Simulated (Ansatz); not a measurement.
# NbC (Niobocarbide): the cost of one run

Program: Ansatz 0.2.0, driven from Python. Level of theory: DFT LDA, plane waves, PAW. These are calculated values, not measurements.

## 1. The structure

It takes space group Fm-3m (No. 225, cubic). The conventional cell has a = 4.469 Å, b = 4.469 Å, c = 4.469 Å, α = 90.00°, β = 90.00°, γ = 90.00°. Nb (site symmetry m-3m) is surrounded by 6 C at 2.23 Å. Around C (site symmetry m-3m) lie 6 Nb at 2.23 Å.

The script holds or builds the structure itself.

## 2. The script

dfpt_nbc.py reads:

```python
"""Zone-centre and zone-boundary phonons of NbC by linear response."""

from pathlib import Path
import logging
import sys

import ansatz as az
import numpy as np

logging.basicConfig(stream=sys.stdout, format="[%(levelname)s] %(message)s")
logger = logging.getLogger("ansatz_job")
logger.setLevel(logging.INFO)

lattice = az.Lattice.of(
    (0.0, 2.23455, 2.23455),
    (2.23455, 0.0, 2.23455),
    (2.23455, 2.23455, 0.0),
)
sites = [
    ("Nb", (0.0, 0.0, 0.0)),
    ("C", (0.5, 0.5, 0.5)),
]
nbc = az.Crystal(lattice=lattice)
for symbol, position in sites:
    nbc = nbc.atom(symbol, position)

model = (
    nbc.calculation()
    .functional("lda")
    .basis(630)
    .occupations("methfessel_paxton", width=0.1)
    .scf(extra_bands=16, self_checks="low")
    .kpoints(14, 14, 14)
    .phonons("dfpt", points=[(0, 0, 0), (0.5, 0, 0.5), (0, 0, 0.5)])
)
out = model.run(threads=1, runs_dir="runs")
ph = out.phonons

for q in ph.qpoints:
    print("q =", np.round(q.q_frac, 3), "1/cm:", " ".join(f"{w:.1f}" for w in q.omega_inv_cm))
```

## 3. Running it

Launch:

```sh
$ python dfpt_nbc.py
```

Q: Estimate wall time and peak memory on 1 thread of Arm Neoverse V1, shared host.

About 3.2 min, with a peak of 1.4 GiB.
